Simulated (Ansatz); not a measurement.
**Quasiparticle levels of SiC (F-43m)**

All numbers below come from G0W0@PBE, plasmon-pole screening, hard PAW set made for 700 eV in Ansatz.

Input:

```json
{
 "crystal": {"lattice": [[0.0, 2.1037, 2.1037], [2.1037, 0.0, 2.1037], [2.1037, 2.1037, 0.0]], "atoms": [{"symbol": "Si", "position": [0.0, 0.0, 0.0]}, {"symbol": "C", "position": [0.25, 0.25, 0.25]}]},
 "basis": {"precision": "f64", "xc_grid": 2, "ecutwfc": 700, "ecutrho_ratio": 4},
 "kpoints": {"mp_grid": {"grid": [4, 4, 4], "shift": [0, 0, 0]}},
 "hamiltonian": {"xc": "pbe", "dispersion": "none", "pseudopotentials": {"kind": "paw", "azcp": {"C": "pseudopotentials/C.paw.azcp", "Si": "pseudopotentials/Si.paw.azcp"}}},
 "magnetization": {"spin_polarized": false},
 "scf": {"lower_state_search": "off", "max_iter": 200, "occupations": {"method": "fixed"}, "convergence": {"dr2_threshold": "1e-10 eV"}},
 "output": {},
 "gw": {"n_empty_bands": 120, "ecut_chi": 200, "qp_bands": ["v1", "c1"]}
}
```

Linearised quasiparticle energies, zero at the top filled Kohn-Sham level among these points. VB is the top filled band, CB the lowest empty one. Points in brackets are given in fractions of the reciprocal vectors.

```tsv
k	band	ε_KS (eV)	Σx − Vxc (eV)	Σc (eV)	Z	ε_QP (eV)
Γ	VB	0.00	-2.85	2.01	0.81	-0.68
Γ	CB	7.46	6.23	-5.69	0.81	7.89
(0, -0.5, -0.5)	CB	1.20	4.44	-4.25	0.83	1.36
```

The gap (from Γ to k = (0, -0.5, -0.5)) opens from 1.20 eV to 2.04 eV.

Electronic (ion-clamped) dielectric constant on this mesh, from the head of the inverse dielectric matrix: 8.7.

The cell is a model at fixed atoms and needn't be the relaxed known crystal. The mesh is coarse, so these are values at the stated settings, not converged ones. Band sums or response are cut, so the gap isn't at its basis limit. The gap is read on the mesh, and the crystal's band edges can lie off it. Meshes this coarse can overestimate the dielectric constant by a tenth and more.
